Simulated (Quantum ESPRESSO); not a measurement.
A calculation with Quantum ESPRESSO 7.5 of Yb (native input, structure typed inline):

Contents of pw.in:

```
&CONTROL
  calculation = 'scf'
  prefix = 'pwscf'
  outdir = './tmp'
  pseudo_dir = './pseudo'
  tprnfor = .true.
  tstress = .true.
  disk_io = 'low'
/
&SYSTEM
  ibrav = 0
  nat = 1
  ntyp = 1
  ecutwfc = 55
  ecutrho = 440
  nbnd = 22
  input_dft = 'pbesol'
  occupations = 'smearing'
  smearing = 'fd'
  degauss = 0.00367493
  nspin = 2
  starting_magnetization(1) = 0.0417
/
&ELECTRONS
  conv_thr = 2d-10
  electron_maxstep = 120
  mixing_beta = 0.3
/
ATOMIC_SPECIES
Yb   173.0540 Yb.paw.z_24.atompaw.wentzcovitch.v1.2.upf
CELL_PARAMETERS angstrom
   0.0000000000    2.7431000000    2.7431000000
   2.7431000000    0.0000000000    2.7431000000
   2.7431000000    2.7431000000    0.0000000000
ATOMIC_POSITIONS crystal
Yb     0.0000000000    0.0000000000    0.0000000000
K_POINTS automatic
8 8 8 0 0 0
```

The input pp_density.in:

```
&INPUTPP
  prefix = 'pwscf'
  outdir = './tmp'
  filplot = 'density.dat'
  plot_num = 0
/
&PLOT
  nfile = 1
  filepp(1) = 'density.dat'
  iflag = 3
  output_format = 6
  fileout = 'density.cube'
/
```

File pp_potential.in:

```
&INPUTPP
  prefix = 'pwscf'
  outdir = './tmp'
  filplot = 'potential.dat'
  plot_num = 11
/
&PLOT
  nfile = 1
  filepp(1) = 'potential.dat'
  iflag = 3
  output_format = 6
  fileout = 'potential.cube'
/
```

Contents of pp_spin.in:

```
&INPUTPP
  prefix = 'pwscf'
  outdir = './tmp'
  filplot = 'spin.dat'
  plot_num = 6
/
&PLOT
  nfile = 1
  filepp(1) = 'spin.dat'
  iflag = 3
  output_format = 6
  fileout = 'spin.cube'
/
```

Potentials or basis: SSSP 1.3 efficiency PBE.

The run is started by

```console
$ OMP_NUM_THREADS=1 mpirun -n 2 pw.x -nk 2 -in pw.in > pw.out
$ OMP_NUM_THREADS=1 mpirun -n 1 pp.x -in pp_density.in > pp_density.out
$ OMP_NUM_THREADS=1 mpirun -n 1 pp.x -in pp_potential.in > pp_potential.out
$ OMP_NUM_THREADS=1 mpirun -n 1 pp.x -in pp_spin.in > pp_spin.out
```

Write the same calculation in another form: ASE script, structure from a CIF.

As run:

Contents of run.py:

```python
import numpy as np
from ase.calculators.espresso import Espresso, EspressoProfile
import spglib
from ase import Atoms
from ase.io import read

atoms = read('Yb.cif')
cell, pos, num = spglib.standardize_cell((atoms.cell[:], atoms.get_scaled_positions(), atoms.numbers), to_primitive=True, symprec=1e-4)
atoms = Atoms(numbers=num, cell=cell, scaled_positions=pos, pbc=True)
start = {'Yb': 1.0}
atoms.set_initial_magnetic_moments([start[e] for e in atoms.get_chemical_symbols()])

input_data = {
    'control': {'calculation': 'scf', 'prefix': 'pwscf', 'outdir': './tmp', 'tprnfor': True, 'tstress': True, 'disk_io': 'nowf'},
    'system': {'ecutwfc': 55.0, 'ecutrho': 440.0, 'nbnd': 22, 'input_dft': 'pbesol', 'occupations': 'smearing', 'smearing': 'fd', 'degauss': 0.00367493, 'nspin': 2},
    'electrons': {'conv_thr': 2e-10, 'electron_maxstep': 120, 'mixing_beta': 0.3},
}
pseudopotentials = {'Yb': 'Yb.paw.z_24.atompaw.wentzcovitch.v1.2.upf'}
profile = EspressoProfile(command='mpirun -n 2 pw.x -nk 2', pseudo_dir='pseudo')
dft = Espresso(profile=profile, input_data=input_data, pseudopotentials=pseudopotentials, kpts=(8, 8, 8), koffset=(0, 0, 0))
atoms.calc = dft

print(f'energy {atoms.get_potential_energy():.8f} eV')
print('forces (eV/A)')
print(np.round(atoms.get_forces(), 6))
print('stress (eV/A^3, Voigt)')
print(np.round(atoms.get_stress(), 8))
print(f'Fermi level {dft.get_fermi_level():.4f} eV')
```

The input Yb.cif:

```cif
data_Yb
_cell_length_a 5.48620000
_cell_length_b 5.48620000
_cell_length_c 5.48620000
_cell_angle_alpha 90.00000000
_cell_angle_beta 90.00000000
_cell_angle_gamma 90.00000000
_space_group_name_H-M_alt 'Fm-3m'
_space_group_name_Hall '-F 4 2 3'
_space_group_IT_number 225
loop_
_space_group_symop_operation_xyz
'x,y,z'
'-x,-y,-z'
'-y,x,z'
'y,-x,-z'
'-x,-y,z'
'x,y,-z'
'y,-x,z'
'-y,x,-z'
'x,-y,-z'
'-x,y,z'
'-y,-x,-z'
'y,x,z'
'-x,y,-z'
'x,-y,z'
'y,x,-z'
'-y,-x,z'
'z,x,y'
'-z,-x,-y'
'z,-y,x'
'-z,y,-x'
'z,-x,-y'
'-z,x,y'
'z,y,-x'
'-z,-y,x'
'-z,x,-y'
'z,-x,y'
'-z,-y,-x'
'z,y,x'
'-z,-x,y'
'z,x,-y'
'-z,y,x'
'z,-y,-x'
'y,z,x'
'-y,-z,-x'
'x,z,-y'
'-x,-z,y'
'-y,z,-x'
'y,-z,x'
'-x,z,y'
'x,-z,-y'
'-y,-z,x'
'y,z,-x'
'-x,-z,-y'
'x,z,y'
'y,-z,-x'
'-y,z,x'
'x,-z,y'
'-x,z,-y'
'x,y+1/2,z+1/2'
'-x,-y+1/2,-z+1/2'
'-y,x+1/2,z+1/2'
'y,-x+1/2,-z+1/2'
'-x,-y+1/2,z+1/2'
'x,y+1/2,-z+1/2'
'y,-x+1/2,z+1/2'
'-y,x+1/2,-z+1/2'
'x,-y+1/2,-z+1/2'
'-x,y+1/2,z+1/2'
'-y,-x+1/2,-z+1/2'
'y,x+1/2,z+1/2'
[... 40 lines left out ...]
'-x+1/2,-y,z+1/2'
'x+1/2,y,-z+1/2'
'y+1/2,-x,z+1/2'
'-y+1/2,x,-z+1/2'
'x+1/2,-y,-z+1/2'
'-x+1/2,y,z+1/2'
'-y+1/2,-x,-z+1/2'
'y+1/2,x,z+1/2'
'-x+1/2,y,-z+1/2'
'x+1/2,-y,z+1/2'
'y+1/2,x,-z+1/2'
'-y+1/2,-x,z+1/2'
'z+1/2,x,y+1/2'
'-z+1/2,-x,-y+1/2'
'z+1/2,-y,x+1/2'
'-z+1/2,y,-x+1/2'
'z+1/2,-x,-y+1/2'
'-z+1/2,x,y+1/2'
'z+1/2,y,-x+1/2'
'-z+1/2,-y,x+1/2'
'-z+1/2,x,-y+1/2'
'z+1/2,-x,y+1/2'
'-z+1/2,-y,-x+1/2'
'z+1/2,y,x+1/2'
'-z+1/2,-x,y+1/2'
'z+1/2,x,-y+1/2'
'-z+1/2,y,x+1/2'
'z+1/2,-y,-x+1/2'
'y+1/2,z,x+1/2'
'-y+1/2,-z,-x+1/2'
'x+1/2,z,-y+1/2'
'-x+1/2,-z,y+1/2'
'-y+1/2,z,-x+1/2'
'y+1/2,-z,x+1/2'
'-x+1/2,z,y+1/2'
'x+1/2,-z,-y+1/2'
'-y+1/2,-z,x+1/2'
'y+1/2,z,-x+1/2'
'-x+1/2,-z,-y+1/2'
'x+1/2,z,y+1/2'
'y+1/2,-z,-x+1/2'
'-y+1/2,z,x+1/2'
'x+1/2,-z,y+1/2'
'-x+1/2,z,-y+1/2'
'x+1/2,y+1/2,z'
'-x+1/2,-y+1/2,-z'
'-y+1/2,x+1/2,z'
'y+1/2,-x+1/2,-z'
'-x+1/2,-y+1/2,z'
'x+1/2,y+1/2,-z'
'y+1/2,-x+1/2,z'
'-y+1/2,x+1/2,-z'
'x+1/2,-y+1/2,-z'
'-x+1/2,y+1/2,z'
'-y+1/2,-x+1/2,-z'
'y+1/2,x+1/2,z'
'-x+1/2,y+1/2,-z'
'x+1/2,-y+1/2,z'
'y+1/2,x+1/2,-z'
'-y+1/2,-x+1/2,z'
'z+1/2,x+1/2,y'
'-z+1/2,-x+1/2,-y'
'z+1/2,-y+1/2,x'
'-z+1/2,y+1/2,-x'
'z+1/2,-x+1/2,-y'
'-z+1/2,x+1/2,y'
'z+1/2,y+1/2,-x'
'-z+1/2,-y+1/2,x'
'-z+1/2,x+1/2,-y'
'z+1/2,-x+1/2,y'
'-z+1/2,-y+1/2,-x'
'z+1/2,y+1/2,x'
'-z+1/2,-x+1/2,y'
'z+1/2,x+1/2,-y'
'-z+1/2,y+1/2,x'
'z+1/2,-y+1/2,-x'
'y+1/2,z+1/2,x'
'-y+1/2,-z+1/2,-x'
'x+1/2,z+1/2,-y'
'-x+1/2,-z+1/2,y'
'-y+1/2,z+1/2,-x'
'y+1/2,-z+1/2,x'
'-x+1/2,z+1/2,y'
'x+1/2,-z+1/2,-y'
'-y+1/2,-z+1/2,x'
'y+1/2,z+1/2,-x'
'-x+1/2,-z+1/2,-y'
'x+1/2,z+1/2,y'
'y+1/2,-z+1/2,-x'
'-y+1/2,z+1/2,x'
'x+1/2,-z+1/2,y'
'-x+1/2,z+1/2,-y'
loop_
_atom_site_label
_atom_site_type_symbol
_atom_site_symmetry_multiplicity
_atom_site_Wyckoff_symbol
_atom_site_fract_x
_atom_site_fract_y
_atom_site_fract_z
_atom_site_occupancy
Yb1 Yb 4 a 0.0000000000 0.0000000000 0.0000000000 1
```

Potentials or basis: SSSP 1.3 efficiency PBE.

The run is started by

```bash
$ OMP_NUM_THREADS=1 python run.py
```

Both were run:

|  | native input, structure typed inline | ASE script, structure from a CIF |
| --- | --- | --- |
| Pressure | -4.0 GPa | -4.2 GPa |
| Band gap on the k mesh | none (metal or under the smearing width) | none (metal or under the smearing width) |
| Net moment | 0.00 μB per cell | 0.00 μB per cell |
| Absolute moment | 0.00 μB per cell | 0.00 μB per cell |
| Valence electrons inside the program's atomic spheres | Yb 22.87 | Yb 22.87 |

Keys that steer only the numerical path or the files written may differ.

Caveat: the potentials were made for another functional, which shifts forces and pressure; spin-orbit coupling is left out, which moves the levels of the heavy elements.
